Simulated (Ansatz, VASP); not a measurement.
One calculation of Si, two programs

```
Si
1.0
     0.00000    2.70097    2.70097
     2.70097    0.00000    2.70097
     2.70097    2.70097    0.00000
Si
2
Direct
  0.75000 0.75000 0.75000
  0.50000 0.50000 0.50000
```

Alike in both runs: functional LDA; k mesh 8 × 8 × 8; occupations gaussian, width 0.02 eV; no spin polarisation.

Ansatz relaxed the structure, and its values are those at the end. VASP's run is a single point on that final structure, the one shown.

```csv
,VASP,Ansatz
version,VASP 6.6.1,Ansatz 0.2.0
potentials or method,"VASP PAW LDA potentials, release 64 (Si)","scalar-relativistic, plane waves, PAW"
plane-wave cutoff (eV),520,420
valence electrons in the cell,8,8
```

|  | VASP | Ansatz | Ansatz less VASP |
| --- | --- | --- | --- |
| gap on the k mesh at the Fermi level (eV) | 0.49 | 0.49 | +0.001 |
| least direct gap on the mesh (eV) | 2.53 | 2.53 | +0.002 |
| pressure (GPa) | 0.1 | 0.0 | -0.04 |

A k mesh can miss the band edges.
